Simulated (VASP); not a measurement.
# NaH: A learned difference between two levels of theory, by structures for the difference

NaH, Fm-3m (no. 225), 32 atoms in the cell. PBE, delta-learned machine-learned force field; PAW potentials Na, H (PBE set).

| Structures for the difference | Force error with the learned difference (meV/Å) | Force error of the base level alone (meV/Å) | Time for a frame with the difference (s) | Time for a frame at the target level (s) | Time (s) |
|---|---|---|---|---|---|
| 8 | 0.9 | 11.4 | 4.0 | 22.3 | 451 |
| 30 | 1.1 | 11.4 | 4.1 | 22.8 | 991 |

## Input of the first row

INCAR.step1:
```
SYSTEM = NaH
PREC = Normal
ENCUT = 330
EDIFF = 1E-6
ISMEAR = 0
SIGMA = 0.05
ALGO = Normal
LREAL = Auto
LASPH = .TRUE.
NELM = 80
NELMIN = 4
LWAVE = .FALSE.
LCHARG = .FALSE.
GGA = PE
KPAR = 4
NCORE = 2
IBRION = 11
ISIF = 2
NSW = 8
ISYM = 0
```

INCAR.step2, as INCAR.step1 but for:
```
- GGA = PE
+ METAGGA = R2SCAN
+ LMIXTAU = .TRUE.
```

INCAR.step3:
```
SYSTEM = NaH
ML_LMLFF = .TRUE.
ML_MODE = select
ML_ICRITERIA = 0
ML_CTIFOR = 0.002
LWAVE = .FALSE.
LCHARG = .FALSE.
```

INCAR.step4:
```
SYSTEM = NaH
ML_LMLFF = .TRUE.
ML_MODE = refit
LWAVE = .FALSE.
LCHARG = .FALSE.
```

INCAR.step7:
```
SYSTEM = NaH
PREC = Normal
ENCUT = 330
EDIFF = 1E-6
ISMEAR = 0
SIGMA = 0.05
ALGO = Normal
LREAL = Auto
LASPH = .TRUE.
NELM = 80
NELMIN = 4
LWAVE = .FALSE.
LCHARG = .FALSE.
GGA = PE
KPAR = 4
NCORE = 2
IBRION = 11
ISIF = 2
NSW = 8
ISYM = 0
ML_LMLFF = .TRUE.
ML_MODE = delta
ML_OUTPUT_MODE = 1
```

KPOINTS.step1:
```
k-points
0
Monkhorst-Pack
  2 2 2
```

KPOINTS.step3:
```
k-points
0
Gamma
  1 1 1
```

POSCAR.fr.step1:
```
  0.012672584250    0.242894524203    0.766326101565
  0.996679179832    0.476693530377    0.513976153606
  0.005721891818    0.746405703082    0.256577818397
  0.236784447810    0.970168974388    0.748062906255
  0.012881912999    0.987169509152    0.013456140350
  0.255144717912    0.224071215004    0.504353141967
  0.253242386100    0.490235591889    0.266999828608
  0.510289835776    0.729425206032    0.767518307005
  0.287383525887    0.751042709385    0.026868088359
  0.506264028496    0.996091680143    0.520397437662
  0.509621035368    0.256905862724    0.262159060032
  0.768582747158    0.497902802045    0.764324889186
  0.480805272639    0.478574391371    0.989781559480
  0.769248606241    0.751583648447    0.511799561423
  0.757224611592    0.005677463418    0.282896195282
  0.776055175464    0.256006252175    0.017401858059
  0.528806957297    0.739132882207    0.253081681179
  0.517032747912    0.995426931633    0.009591225497
  0.508270843117    0.232918464541    0.757317071021
  0.748950558713    0.507662076080    0.273954622199
  0.523357200130    0.510679441877    0.523300334845
  0.785943052447    0.726794103541    0.012711748367
  0.760291390157    0.992610775355    0.752673691871
  0.988580095670    0.218280951514    0.233866857218
  0.769096781480    0.250001952732    0.515710113825
  0.025600919587    0.475853180493    0.003799300588
  0.036117343828    0.746205901301    0.785746314882
  0.267224934102    0.006284172371    0.274606272080
  0.045317112571    0.031689479808    0.543516837099
  0.249357944552    0.232992874901    0.015845463709
  0.263898447595    0.488001911058    0.750632179852
  0.232815649728    0.732374474889    0.494643176715

  0.012324198514    0.197008959009    0.775454543819
  0.996889008230    0.468919194021    0.537593512713
  0.000505185748    0.698511412215    0.277198086819
  0.244555644684    0.966061025693    0.770995414060
  0.006539646139    0.974163958947    0.022024759940
  0.269893831058    0.253258343028    0.530329997117
  0.244372147366    0.449221070997    0.265079825513
  0.517817388149    0.727423048410    0.773092100405
  0.267456102500    0.719174961464    0.017402091795
  0.498958307009    0.985969990783    0.518318720162
  0.512636733662    0.217094820261    0.268235920886
  0.776834425512    0.483003462466    0.787519315901
  0.495639294415    0.468808831092    0.005556948558
  0.737454789328    0.699579009496    0.490026839436
  0.762058635671    0.969029349171    0.290888421182
  0.740691832378    0.218706929512    0.033163075913
  0.510009618113    0.723330966213    0.270949235209
  0.547231149702    0.973805083501    0.042124150335
  0.491474966159    0.210475021295    0.765790369177
  0.767104009478    0.458291474361    0.321157359802
  0.506079774035    0.453330072418    0.511444916574
  0.726803799525    0.678557042180    0.993054622811
  0.790222562060    0.961554725176    0.781637889149
  0.066054672493    0.250377636406    0.310213126121
  0.747004684416    0.195523591565    0.519281591308
  0.986976405740    0.455537806862    0.049231449147
  0.023449245276    0.724502041733    0.765627421620
  0.246529865787    0.966866116002    0.253038268058
  0.015738193979    0.980041037841    0.511209121511
  0.263711189980    0.214003129623    0.027251638472
  0.235897147169    0.468345027083    0.763005164385
  0.268381858009    0.739002862494    0.534326978523

  0.032620467214    0.239714421052    0.801018491647
  0.002617455779    0.454824086538    0.536661252246
  0.047614725378    0.736721827796    0.297711091327
  0.263678274360    0.973225241316    0.781198512017
  0.989430536829    0.973522447057    0.020952770668
  0.256360194088    0.232244498730    0.546431385837
  0.293372467483    0.509504390584    0.304723365640
  0.495283509452    0.714077191582    0.750818989614
  0.225079308783    0.725298271355    0.026140584952
  0.542154160949    0.977897631677    0.541646614224
  0.494326002670    0.214940239135    0.268021858701
  0.746037635270    0.499102416235    0.782895720008
  0.513026414428    0.487532329296    0.060264956023
  0.776764346591    0.748418681536    0.533232467233
  0.748525482408    0.958241819538    0.252330077220
  0.762431238937    0.240607316896    0.062185690879
  0.515808230916    0.738209110771    0.284976708005
  0.488992153123    0.961603039707    0.037326618307
  0.487177616288    0.233392280130    0.810816120680
  0.751687951477    0.484178854585    0.289418111154
  0.507519182957    0.484159640387    0.520659666742
  0.768964661717    0.752650937842    0.034551342508
  0.726254749737    0.961530873377    0.805247736588
  0.998959634159    0.229935400825    0.280844098831
  0.792468963695    0.225391946529    0.549428985795
  0.002774622482    0.450625103631    0.035697456454
  0.995886481506    0.735921704075    0.792604162947
  0.268951555088    0.973298095814    0.281231177869
  0.037121289263    0.986699678095    0.531112425610
  0.258059998092    0.230347752091    0.034189909133
  0.260603550145    0.504800307554    0.798685039163
  0.276209942086    0.740021172373    0.527238672117

  0.997960985466    0.241634764036    0.787415031577
  0.994386735331    0.463382874068    0.504810595196
  0.979780243377    0.716412315532    0.264881901406
  0.296438090189    0.022382816122    0.811812694483
  0.018136294217    0.950806338190    0.042107261247
  0.223762168769    0.198614253186    0.509286306444
  0.246808528716    0.473863029893    0.269187293180
  0.483601423305    0.699557078479    0.776433316356
  0.255873993602    0.728243633806    0.050281082847
  0.490056720062    0.946510311880    0.534785490395
  0.486547412623    0.230876622486    0.261954183609
  0.751443373506    0.467425056610    0.782971621847
  0.504213904290    0.480968911023    0.036112339670
  0.731598286236    0.710738688158    0.535636492606
  0.740610150466    0.972297891745    0.305555223297
  0.771370295514    0.225387091023    0.043468312418
  0.498236736034    0.716064809903    0.276508050254
 [... further structures ...]
```

POSCAR.fr.step2:
```
  0.012672584250    0.242894524203    0.766326101565
  0.996679179832    0.476693530377    0.513976153606
  0.005721891818    0.746405703082    0.256577818397
  0.236784447810    0.970168974388    0.748062906255
  0.012881912999    0.987169509152    0.013456140350
  0.255144717912    0.224071215004    0.504353141967
  0.253242386100    0.490235591889    0.266999828608
  0.510289835776    0.729425206032    0.767518307005
  0.287383525887    0.751042709385    0.026868088359
  0.506264028496    0.996091680143    0.520397437662
  0.509621035368    0.256905862724    0.262159060032
  0.768582747158    0.497902802045    0.764324889186
  0.480805272639    0.478574391371    0.989781559480
  0.769248606241    0.751583648447    0.511799561423
  0.757224611592    0.005677463418    0.282896195282
  0.776055175464    0.256006252175    0.017401858059
  0.528806957297    0.739132882207    0.253081681179
  0.517032747912    0.995426931633    0.009591225497
  0.508270843117    0.232918464541    0.757317071021
  0.748950558713    0.507662076080    0.273954622199
  0.523357200130    0.510679441877    0.523300334845
  0.785943052447    0.726794103541    0.012711748367
  0.760291390157    0.992610775355    0.752673691871
  0.988580095670    0.218280951514    0.233866857218
  0.769096781480    0.250001952732    0.515710113825
  0.025600919587    0.475853180493    0.003799300588
  0.036117343828    0.746205901301    0.785746314882
  0.267224934102    0.006284172371    0.274606272080
  0.045317112571    0.031689479808    0.543516837099
  0.249357944552    0.232992874901    0.015845463709
  0.263898447595    0.488001911058    0.750632179852
  0.232815649728    0.732374474889    0.494643176715

  0.012324198514    0.197008959009    0.775454543819
  0.996889008230    0.468919194021    0.537593512713
  0.000505185748    0.698511412215    0.277198086819
  0.244555644684    0.966061025693    0.770995414060
  0.006539646139    0.974163958947    0.022024759940
  0.269893831058    0.253258343028    0.530329997117
  0.244372147366    0.449221070997    0.265079825513
  0.517817388149    0.727423048410    0.773092100405
  0.267456102500    0.719174961464    0.017402091795
  0.498958307009    0.985969990783    0.518318720162
  0.512636733662    0.217094820261    0.268235920886
  0.776834425512    0.483003462466    0.787519315901
  0.495639294415    0.468808831092    0.005556948558
  0.737454789328    0.699579009496    0.490026839436
  0.762058635671    0.969029349171    0.290888421182
  0.740691832378    0.218706929512    0.033163075913
  0.510009618113    0.723330966213    0.270949235209
  0.547231149702    0.973805083501    0.042124150335
  0.491474966159    0.210475021295    0.765790369177
  0.767104009478    0.458291474361    0.321157359802
  0.506079774035    0.453330072418    0.511444916574
  0.726803799525    0.678557042180    0.993054622811
  0.790222562060    0.961554725176    0.781637889149
  0.066054672493    0.250377636406    0.310213126121
  0.747004684416    0.195523591565    0.519281591308
  0.986976405740    0.455537806862    0.049231449147
  0.023449245276    0.724502041733    0.765627421620
  0.246529865787    0.966866116002    0.253038268058
  0.015738193979    0.980041037841    0.511209121511
  0.263711189980    0.214003129623    0.027251638472
  0.235897147169    0.468345027083    0.763005164385
  0.268381858009    0.739002862494    0.534326978523

  0.032620467214    0.239714421052    0.801018491647
  0.002617455779    0.454824086538    0.536661252246
  0.047614725378    0.736721827796    0.297711091327
  0.263678274360    0.973225241316    0.781198512017
  0.989430536829    0.973522447057    0.020952770668
  0.256360194088    0.232244498730    0.546431385837
  0.293372467483    0.509504390584    0.304723365640
  0.495283509452    0.714077191582    0.750818989614
  0.225079308783    0.725298271355    0.026140584952
  0.542154160949    0.977897631677    0.541646614224
  0.494326002670    0.214940239135    0.268021858701
  0.746037635270    0.499102416235    0.782895720008
  0.513026414428    0.487532329296    0.060264956023
  0.776764346591    0.748418681536    0.533232467233
  0.748525482408    0.958241819538    0.252330077220
  0.762431238937    0.240607316896    0.062185690879
  0.515808230916    0.738209110771    0.284976708005
  0.488992153123    0.961603039707    0.037326618307
  0.487177616288    0.233392280130    0.810816120680
  0.751687951477    0.484178854585    0.289418111154
  0.507519182957    0.484159640387    0.520659666742
  0.768964661717    0.752650937842    0.034551342508
  0.726254749737    0.961530873377    0.805247736588
  0.998959634159    0.229935400825    0.280844098831
  0.792468963695    0.225391946529    0.549428985795
  0.002774622482    0.450625103631    0.035697456454
  0.995886481506    0.735921704075    0.792604162947
  0.268951555088    0.973298095814    0.281231177869
  0.037121289263    0.986699678095    0.531112425610
  0.258059998092    0.230347752091    0.034189909133
  0.260603550145    0.504800307554    0.798685039163
  0.276209942086    0.740021172373    0.527238672117

  0.997960985466    0.241634764036    0.787415031577
  0.994386735331    0.463382874068    0.504810595196
  0.979780243377    0.716412315532    0.264881901406
  0.296438090189    0.022382816122    0.811812694483
  0.018136294217    0.950806338190    0.042107261247
  0.223762168769    0.198614253186    0.509286306444
  0.246808528716    0.473863029893    0.269187293180
  0.483601423305    0.699557078479    0.776433316356
  0.255873993602    0.728243633806    0.050281082847
  0.490056720062    0.946510311880    0.534785490395
  0.486547412623    0.230876622486    0.261954183609
  0.751443373506    0.467425056610    0.782971621847
  0.504213904290    0.480968911023    0.036112339670
  0.731598286236    0.710738688158    0.535636492606
  0.740610150466    0.972297891745    0.305555223297
  0.771370295514    0.225387091023    0.043468312418
  0.498236736034    0.716064809903    0.276508050254
 [... further structures ...]
```

6 further input files aren't shown.

Commands (each step's output is kept before the next begins):
```
cat potpaw_PBE.64/Na/POTCAR potpaw_PBE.64/H/POTCAR > POTCAR
# POSCAR.fr: 7 further structures after the one in POSCAR, taken evenly from ML_AB
cp INCAR.step1 INCAR
cp KPOINTS.step1 KPOINTS
cp POSCAR.step1 POSCAR
mpirun -np 8 vasp_std < POSCAR.fr > vasp.out
# POSCAR.fr: 7 further structures after the one in POSCAR, taken evenly from ML_AB
cp INCAR.step2 INCAR
mpirun -np 8 vasp_std < POSCAR.fr > vasp.out
# ML_AB written from the two interactive runs: energies, forces and stresses of the target level less those of the base level
cp INCAR.step3 INCAR
cp KPOINTS.step3 KPOINTS
cp POSCAR.step3 POSCAR
mpirun -np 8 vasp_gam > vasp.out
cp ML_ABN ML_AB
cp INCAR.step4 INCAR
mpirun -np 8 vasp_gam > vasp.out
# POSCAR.test: 7 further structures after the one in POSCAR, taken evenly from XDATCAR of a force-field run
cp INCAR.step1 INCAR
cp KPOINTS.step1 KPOINTS
cp POSCAR.step5 POSCAR
mpirun -np 8 vasp_std < POSCAR.test > vasp.out
# POSCAR.test: 7 further structures after the one in POSCAR, taken evenly from XDATCAR of a force-field run
cp INCAR.step2 INCAR
mpirun -np 8 vasp_std < POSCAR.test > vasp.out
cp ML_FFN ML_FF
# POSCAR.test: 7 further structures after the one in POSCAR, taken evenly from XDATCAR of a force-field run
cp INCAR.step7 INCAR
mpirun -np 8 vasp_std < POSCAR.test > vasp.out
```

Changes of the last row against the first:
```
- NSW = 8
+ NSW = 30
```

VASP 6.6.1 took 451 s on 8 cores (AMD EPYC 9R45 (Zen 5)), a shared host.
